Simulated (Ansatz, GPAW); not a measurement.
This is a calculation of V for Ansatz 0.2.0. 

File input.yaml:

```yaml
crystal:
  lattice:
    - [-1.51435, 1.51435, 1.51435]
    - [1.51435, -1.51435, 1.51435]
    - [1.51435, 1.51435, -1.51435]
  atoms:
    - { symbol: V, position: [0.0, 0.0, 0.0], spin: 2.0 }
hamiltonian:
  xc: pbe
  pseudopotentials: { kind: paw }
magnetization:
  spin_polarized: true
kpoints:
  mp_grid: { grid: [12, 12, 12] }
scf:
  occupations: { method: gaussian, width: 0.025 }
output:
  forces: true
  stress: true
  eigenvalues: true
```

Potentials or basis: Ansatz PAW.

Command:

```sh
$ ansatz run input.yaml --threads 2 --pin off --max-ram 5632MiB --backend cpu --events-out ev --progress --plain --runs-dir out
```

Question: Set up the same calculation for GPAW 26.7.0 (ASE script). Potentials or basis there: GPAW PAW data sets (gpaw-data 1.2.1), cutoff 600 eV.

Answer: As run (cutoffs and basis follow the program's own potentials, and thresholds, step limits or extra output files can differ):

The input run.py:

```python
from ase.dft.bandgap import bandgap
from ase.io import read, write
from ase.units import Bohr, GPa
from gpaw import GPAW, PW
from gpaw.elf import elf_from_dft_calculation

atoms = read('V.xyz')
atoms.set_initial_magnetic_moments([2.0])

calc = GPAW(mode=PW(600),
            xc='PBE',
            kpts={'size': (12, 12, 12), 'gamma': True},
            occupations={'name': 'methfessel-paxton', 'order': 0, 'width': 0.025},
            nbands=15,
            convergence={'density': 1e-05, 'energy': 1e-05},
            maxiter=150,
            txt='gpaw.txt')
atoms.calc = calc
energy = atoms.get_potential_energy()
forces = atoms.get_forces()
stress = atoms.get_stress()
calc.write('gs.gpw')
write('result.traj', atoms)
print(f'Energy: {energy:.6f} eV')
print('Forces (eV/A):')
print(forces.round(4))
print('Stress (GPa):', (stress / GPa).round(3))
print('Moments:', calc.get_magnetic_moments().round(3))
print('Fermi level:', round(calc.get_fermi_level(), 4), 'eV')
print(f'Gap: {bandgap(calc)[0]:.4f} eV, direct: {bandgap(calc, direct=True)[0]:.4f} eV')

# fields on the real-space grid
write('density.cube', atoms, data=calc.get_pseudo_density() * Bohr**3)
write('potential.cube', atoms, data=calc.get_electrostatic_potential())
write('spin.cube', atoms, data=(calc.get_pseudo_density(spin=0) - calc.get_pseudo_density(spin=1)) * Bohr**3)
write('elf.cube', atoms, data=elf_from_dft_calculation(calc).data)
```

V.xyz

```xyz
1
Lattice="-1.5143500000 1.5143500000 1.5143500000 1.5143500000 -1.5143500000 1.5143500000 1.5143500000 1.5143500000 -1.5143500000" Properties=species:S:1:pos:R:3 pbc="T T T"
V      0.0000000000      0.0000000000      0.0000000000
```

Potentials or basis: GPAW PAW data sets (gpaw-data 1.2.1), pw.

Command:

```bash
$ OMP_NUM_THREADS=1 python run.py
```

Both were run:

|  | Ansatz | GPAW |
| --- | --- | --- |
| Pressure | -5.2 GPa | -4.2 GPa |
| Net moment | 0.12 μB per cell | 0.11 μB per cell |

Ansatz's pressure holds a Pulay term of +0.08 GPa for its cutoff of 420 eV, which the other run lacks.

Where Ansatz's input types no cutoff or centring, it takes its own default and a Γ-centred mesh.

The magnetic state is the one that the start led to; the real crystal's order can differ.

Pressure is positive in compression.
